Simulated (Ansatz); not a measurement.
Working through a Berry-phase polarisation of AgBr, space group Fm-3m

Computed with Ansatz's Python interface.

Run as a notebook:

**Cell 1**
```python
import ansatz as az
import numpy as np
```

**Cell 2**
```python
crystal = (
    az.Lattice.of([0.0, 2.87015, 2.87015], [2.87015, 0.0, 2.87015], [2.87015, 2.87015, 0.0])
    .atom("Ag", [0.0, 0.0, 0.0])
    .atom("Br", [0.5, 0.5, 0.5])
)

def polarisation(structure):
    return (
        structure.calculation()
        .basis(380)
        .accuracy("medium")
        .functional("LDA")
        .scf(tolerance=1e-07, extra_bands=2)
        .kpoints(mesh=(5, 5, 5), center="monkhorst-pack")
        .occupations("fixed")
        .polarization()
        .run()
        .polarization()
    )
```

**Cell 3**
```python
vectors = np.array(crystal.lattice.vectors)
shifted = crystal.move(1, to=np.array(crystal.sites[1].position) + 0.02 * np.linalg.inv(vectors)[2])
before, after = polarisation(crystal), polarisation(shifted)
for label, p in (("as typed", before), ("shifted", after)):
    print(label, "reduced polarisation:", [round(axis.reduced, 4) for axis in p.axes], "modulo", p.modulus)
# take the change on the nearest branch, then turn it into a dipole per cell
change = np.array([b.reduced - a.reduced for a, b in zip(before.axes, after.axes)])
change -= before.modulus * np.round(change / before.modulus)
dipole = change @ vectors
print("dipole change (e A):", np.round(dipole, 4) + 0.0)
print("column of the Born charge of", crystal.sites[1].symbol, "for a shift along z:", np.round(dipole / 0.02, 2) + 0.0)
```
Output:
```text
DeckWarning: basis.ecutwfc = 380 eV is below the records' recommended 420 eV, and the density's cutoff is lower with it unless basis.ecutrho_ratio is high enough to keep the records' density cutoff: compare with a run at a higher cutoff
as typed reduced polarisation: [3.5, 3.5, 3.5] modulo 1
shifted reduced polarisation: [3.4946, 3.4946, 3.5054] modulo 1
dipole change (e A): [ 0.      0.     -0.0311]
column of the Born charge of Br for a shift along z: [ 0.    0.   -1.55]
```

Reading the output:
- The settings weren't tested for convergence.
- The cutoff lies under the one recommended for these potentials.
- Of the deposited cell: the entry's cell lengths or inner coordinates differ somewhat from later room-temperature determinations.
- The structure is a deposited one; some such entries were measured under pressure or heat, so a shift against it needn't be the functional's error alone.
- Warnings are shown shortened and without file and line.
- Polarisation is defined up to a quantum, so only the change along a continuous path has meaning.
- Run time: 4.3 s on 1 thread of Arm Neoverse V2 (shared host), peak memory 0.36 GiB.

(Lines on the test bed's own set-up are left out of the output.)
